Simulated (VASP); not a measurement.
# MgS in VASP: one cell, several levels of theory, part 1 of 2

Zincblende MgS, under -1.0 % strain along z alone is computed at one geometry. Runs: PBE, r2SCAN. The results are then set beside those of Ansatz 0.2.0 for the same cell. This is a trial cell built on a prototype, not taken from a measured structure, and it needn't be the compound's ground state.

Code: VASP 6.6.1. PAW datasets, plane waves. Values at 0 K without nuclear motion; spin polarisation is off, and the phase may be a hypothetical one.

## Step 1: Starting point

The cell comes from an earlier relaxation with r2SCAN in another program, then strained, with the atoms relaxed again.

Space group I-4m2 (No. 119), tetragonal; conventional cell a = 4.003 Å, c = 5.605 Å, 22.46 Å³ an atom. Near Mg stand 4 S at 2.44 Å; near S stand 4 Mg at 2.44 Å.

Coordinates:

```xyz
2
Lattice="0.0000 2.8309 2.8026 2.8309 0.0000 2.8026 2.8309 2.8309 0.0000" Properties=species:S:1:pos:R:3 pbc="T T T"
Mg    0.0000    0.0000    0.0000
S     1.4154    1.4154    1.4013
```

## Step 2: PBE

Contents of INCAR:

```
ENCUT = 520.000000
SIGMA = 0.020000
EDIFF = 1.00e-07
GGA = PE
PREC = Accurate
IBRION = -1
ISIF = 2
ISMEAR = -1
NBANDS = 11
NELM = 120
NSW = 0
LASPH = .TRUE.
LCHARG = .FALSE.
LWAVE = .FALSE.
LREAL = .FALSE.
```

Contents of KPOINTS:

```
KPOINTS created by Atomic Simulation Environment
0
Gamma
8 8 8
0 0 0
```

Contents of KPOINTS_OPT:

```
special points
6
Reciprocal
0.0000000000 0.0000000000 0.0000000000 1
-0.5000000000 -0.5000000000 0.0000000000 1
-0.3750000000 -0.3750000000 0.2500000000 1
-0.3750000000 0.0000000000 0.3750000000 1
0.0000000000 0.0000000000 0.5000000000 1
-0.5000000000 -0.2500000000 0.2500000000 1
```

Contents of POSCAR:

```
Mg S
 1.0000000000000000
     0.0000000000000000    2.8308768411999998    2.8025680728000002
     2.8308768411999998    0.0000000000000000    2.8025680728000002
     2.8308768411999998    2.8308768411999998    0.0000000000000000
 Mg  S
   1   1
Cartesian
  0.0000000000000000  0.0000000000000000  0.0000000000000000
  1.4154384205999997  1.4154384205999997  1.4012840364000001
```

Potentials: the recommended PBE PAW datasets, 8 valence electrons in the neutral cell.

Launch:

```sh
$ mpirun -np 1 vasp_std
```

Standard output, without the iteration lines:

```text
POSCAR found type information on POSCAR MgS
 POSCAR found :  2 types and       2 ions
 LDA part: xc-table for (Slater+PW92), standard interpolation
 POSCAR, INCAR and KPOINTS ok, starting setup
 FFT: planning ... GRIDC
 FFT: planning ... GRID_SOFT
 FFT: planning ... GRID
 WAVECAR not read
 entering main loop
 Start KPOINTS_OPT (optional k-point list driver)
k-point batch [1-6\6]
```

OSZICAR:

```text
N       E                     dE             d eps       ncg     rms          rms(c)
DAV:   1     0.240182028757E+02    0.24018E+02   -0.34025E+03  1330   0.571E+02
DAV:   2    -0.715781780394E+01   -0.31176E+02   -0.29937E+02  1597   0.995E+01
DAV:   3    -0.896891689580E+01   -0.18111E+01   -0.18082E+01  1666   0.259E+01
DAV:   4    -0.898243773277E+01   -0.13521E-01   -0.13519E-01  1531   0.267E+00
DAV:   5    -0.898260548702E+01   -0.16775E-03   -0.16775E-03  1663   0.299E-01    0.407E+00
DAV:   6    -0.849492671685E+01    0.48768E+00   -0.12135E+00  1430   0.411E+00    0.313E+00
DAV:   7    -0.845998568255E+01    0.34941E-01   -0.27037E-01  1532   0.212E+00    0.245E+00
DAV:   8    -0.846753952223E+01   -0.75538E-02   -0.23004E-02  1424   0.917E-01    0.137E+00
DAV:   9    -0.846668898291E+01    0.85054E-03   -0.23533E-03  1445   0.241E-01    0.433E-01
DAV:  10    -0.846689446277E+01   -0.20548E-03   -0.65021E-04  1496   0.120E-01    0.912E-02
DAV:  11    -0.846689891038E+01   -0.44476E-05   -0.54556E-05  1578   0.301E-02    0.529E-02
DAV:  12    -0.846690035202E+01   -0.14416E-05   -0.67062E-06  1496   0.129E-02    0.608E-03
DAV:  13    -0.846690034859E+01    0.34276E-08   -0.27885E-07  1604   0.271E-03
   1 F= -.84669003E+01 E0= -.84669003E+01  d E =-.409895E-12
       N       E                     dE             ncg
DAV:   1     0.816691159008E+03   -0.14253E+04      132
DAV:   2     0.640899615482E+03   -0.17579E+03      166
DAV:   3     0.631581491095E+03   -0.93181E+01      162
DAV:   4     0.631506038376E+03   -0.75453E-01      175
DAV:   5     0.631505244055E+03   -0.79432E-03      178
DAV:   6     0.631505232947E+03   -0.11108E-04      161
DAV:   7     0.631505232718E+03   -0.22866E-06      169
DAV:   8     0.631505232715E+03   -0.28466E-08      153
```

The lines after F= are the extra pass for the points of KPOINTS_OPT, at fixed density; their E is not a total energy.

From OUTCAR:

```text
k-points           NKPTS =     59   k-points in BZ     NKDIM =     59   number of bands    NBANDS=     11

   NELECT =       8.0000    total number of electrons

   dimension x,y,z NGX =    30 NGY =   30 NGZ =   30
   dimension x,y,z NGXF=    60 NGYF=   60 NGZF=   60

  energy-cutoff  :      520.00
  volume of cell :       44.92
      direct lattice vectors                 reciprocal lattice vectors
     0.000000000  2.830876841  2.802568073    -0.176623721  0.176623721  0.178407798
     2.830876841  0.000000000  2.802568073     0.176623721 -0.176623721  0.178407798
     2.830876841  2.830876841  0.000000000     0.176623721  0.176623721 -0.178407798

 k-points in reciprocal lattice and weights: KPOINTS created by Atomic Simulation Env
   0.00000000  0.00000000  0.00000000       0.002
   0.12500000  0.00000000  0.00000000       0.016
   0.25000000  0.00000000  0.00000000       0.016
   0.37500000  0.00000000  0.00000000       0.016
   0.50000000  0.00000000  0.00000000       0.008
   0.12500000  0.12500000  0.00000000       0.004
   0.25000000  0.12500000  0.00000000       0.016
   0.37500000  0.12500000  0.00000000       0.016
[... 51 more k-points ...]

 E-fermi :   1.6083

 k-point     1 :       0.0000    0.0000    0.0000
  band No.  band energies     occupation
      1     -10.1744      2.00000
      2       1.1177      2.00000
      3       1.1177      2.00000
      4       1.1434      2.00000
      5       4.6344      0.00000
      6       9.0996      0.00000
      7       9.0996      0.00000
      8       9.1089      0.00000
      9      11.8945      0.00000
     10      12.0606      0.00000
     11      14.9341      0.00000

 k-point     2 :       0.1250    0.0000    0.0000
  band No.  band energies     occupation
      1     -10.0853      2.00000
      2       0.4414      2.00000
      3       1.0613      2.00000
      4       1.0840      2.00000
      5       5.2960      0.00000
      6       8.9155      0.00000
      7       9.2741      0.00000
      8       9.2893      0.00000
      9      11.4545      0.00000
     10      11.5839      0.00000
     11      14.3012      0.00000

 k-point     3 :       0.2500    0.0000    0.0000
  band No.  band energies     occupation
      1      -9.8546      2.00000
      2      -0.7407      2.00000
      3       0.9341      2.00000
      4       0.9686      2.00000
      5       6.1464      0.00000
      6       8.9577      0.00000
      7       9.2787      0.00000
      8       9.3523      0.00000
      9      11.5638      0.00000
     10      11.5925      0.00000
     11      13.4362      0.00000

 k-point     4 :       0.3750    0.0000    0.0000
  band No.  band energies     occupation
      1      -9.5961      2.00000
      2      -1.6775      2.00000
      3       0.8176      2.00000
      4       0.8630      2.00000
      5       6.3114      0.00000
      6       8.9043      0.00000
      7       8.9990      0.00000
      8       9.5398      0.00000
      9      12.8628      0.00000
     10      12.9085      0.00000
     11      13.4464      0.00000

 k-point     5 :       0.5000    0.0000    0.0000
  band No.  band energies     occupation
      1      -9.4787      2.00000
      2      -2.0335      2.00000
      3       0.7720      2.00000
      4       0.8217      2.00000
      5       6.2769      0.00000
      6       8.7310      0.00000
      7       8.8296      0.00000
      8       9.7817      0.00000
      9      14.0882      0.00000
     10      14.2906      0.00000
     11      14.3847      0.00000

 k-point     6 :       0.1250    0.1250    0.0000
  band No.  band energies     occupation
      1     -10.0542      2.00000
      2       0.4570      2.00000
      3       0.9309      2.00000
      4       0.9309      2.00000
      5       5.5280      0.00000
      6       8.5505      0.00000
      7       9.5255      0.00000
      8       9.5255      0.00000
      9      10.6560      0.00000
     10      12.1636      0.00000
     11      15.5045      0.00000

 k-point     7 :       0.2500    0.1250    0.0000
  band No.  band energies     occupation
      1      -9.8692      2.00000
      2      -0.4337      2.00000
      3       0.7589      2.00000
      4       0.8152      2.00000
      5       6.3223      0.00000
      6       8.2860      0.00000
      7       9.3224      0.00000
      8       9.8095      0.00000
      9      10.6903      0.00000
     10      12.3830      0.00000
     11      14.6117      0.00000

 k-point     8 :       0.3750    0.1250    0.0000
  band No.  band energies     occupation
      1      -9.6166      2.00000
      2      -1.3663      2.00000
      3       0.6237      2.00000
      4       0.6469      2.00000
      5       6.6833      0.00000
      6       8.3617      0.00000
      7       9.1727      0.00000
      8       9.5364      0.00000
      9      11.9250      0.00000
     10      13.4797      0.00000
     11      14.2266      0.00000

 k-point     9 :       0.5000    0.1250    0.0000
  band No.  band energies     occupation
      1      -9.4474      2.00000
      2      -1.8756      2.00000
      3       0.4331      2.00000
      4       0.6487      2.00000
      5       6.7443      0.00000
      6       8.0570      0.00000
      7       9.1870      0.00000
      8      10.0611      0.00000
      9      13.0164      0.00000
     10      14.4065      0.00000
     11      14.9896      0.00000

 k-point    10 :      -0.3750    0.1250    0.0000
  band No.  band energies     occupation
      1      -9.4886      2.00000
      2      -1.7571      2.00000
      3       0.3542      2.00000
      4       0.7612      2.00000
      5       6.8537      0.00000
      6       8.1227      0.00000
      7       9.1220      0.00000
      8       9.9529      0.00000
      9      12.5490      0.00000
     10      14.0561      0.00000
     11      14.8487      0.00000

 k-point    11 :      -0.2500    0.1250    0.0000
  band No.  band energies     occupation
      1      -9.7071      2.00000
      2      -1.0765      2.00000
      3       0.4488      2.00000
      4       0.9297      2.00000
      5       6.7972      0.00000
      6       8.5568      0.00000
      7       9.1307      0.00000
      8       9.3935      0.00000
      9      10.9677      0.00000
     10      13.2317      0.00000
     11      14.4352      0.00000

 k-point    12 :      -0.1250    0.1250    0.0000
  band No.  band energies     occupation
      1      -9.9500      2.00000
      2      -0.1752      2.00000
      3       0.7441      2.00000
      4       1.0595      2.00000
      5       6.0548      0.00000
      6       8.6678      0.00000
      7       9.3726      0.00000
      8       9.4872      0.00000
      9      10.5724      0.00000
     10      11.9963      0.00000
     11      14.9211      0.00000

 k-point    13 :       0.2500    0.2500    0.0000
  band No.  band energies     occupation
      1      -9.7439      2.00000
      2      -0.6137      2.00000
      3       0.5309      2.00000
      4       0.5309      2.00000
      5       6.3351      0.00000
      6       7.6396      0.00000
      7       9.6567      0.00000
      8      10.6398      0.00000
      9      10.6398      0.00000
     10      12.9551      0.00000
     11      16.6780      0.00000

 k-point    14 :       0.3750    0.2500    0.0000
  band No.  band energies     occupation
      1      -9.5377      2.00000
      2      -1.1692      2.00000
      3       0.2456      2.00000
      4       0.3820      2.00000
      5       6.2262      0.00000
      6       7.6063      0.00000
      7       9.6126      0.00000
      8      10.8277      0.00000
      9      11.9539      0.00000
     10      13.9227      0.00000
     11      15.9274      0.00000

 k-point    15 :       0.5000    0.2500    0.0000
  band No.  band energies     occupation
      1      -9.3675      2.00000
      2      -1.5381      2.00000
      3      -0.1930      2.00000
      4       0.3800      2.00000
      5       6.3285      0.00000
      6       8.1157      0.00000
      7       9.7200      0.00000
      8      10.4282      0.00000
      9      12.8418      0.00000
     10      14.5445      0.00000
     11      15.7928      0.00000

 k-point    16 :      -0.3750    0.2500    0.0000
  band No.  band energies     occupation
      1      -9.3503      2.00000
      2      -1.5245      2.00000
      3      -0.4836      2.00000
      4       0.5248      2.00000
      5       6.7509      0.00000
      6       8.3098      0.00000
      7       9.9876      0.00000
      8      10.0831      0.00000
      9      12.5857      0.00000
     10      12.7095      0.00000
     11      16.2306      0.00000

[... the tables of k-points 17 to 59 left out ...]

  Total        0.4139413      0.4139413      0.4681559      0.0000000      0.0000000      0.0000000
  in kB       14.7645853     14.7645853     16.6983262      0.0000000      0.0000000      0.0000000
  external PRESSURE =      15.4091656 kB  Pullay stress =       0.0000000 kB

 POSITION                                       TOTAL-FORCE (eV/Angst)
 -----------------------------------------------------------------------------------
      0.00000      0.00000      0.00000        -0.000000     -0.000000     -0.000000
      1.41544      1.41544      1.40128         0.000000      0.000000      0.000000
 -----------------------------------------------------------------------------------
    total drift:                                0.000000      0.000000     -0.000000

  FREE ENERGIE OF THE ION-ELECTRON SYSTEM (eV)
  ---------------------------------------------------
  free  energy   TOTEN  =        -8.4669003486 eV

  energy  without entropy=       -8.4669003486  energy(sigma->0) =       -8.46690035
```

Hardware: 1 MPI rank of Intel Xeon Platinum 8488C, shared host.

The levels at the points of KPOINTS_OPT are read from vasprun.xml.

Near the gap, in eV above the top of the last filled band v; c is the band after it:

| point | v−1 | v | c | c+1 |
| --- | --- | --- | --- | --- |
| Γ | -0.03 | 0.00 | 3.49 | 7.96 |
| X | -1.09 | -1.09 | 3.84 | 5.60 |
| U | -1.92 | -0.87 | 4.79 | 6.94 |
| K | -1.91 | -0.82 | 4.83 | 7.02 |
| L | -0.37 | -0.32 | 5.13 | 7.59 |
| W | -1.87 | -1.36 | 5.50 | 7.94 |

PBE gives a direct gap of 3.49 eV at Γ. The pressure is 1.54 GPa; the forces vanish within 0.01 eV/Å.

(Continued in part 2 of 2.)
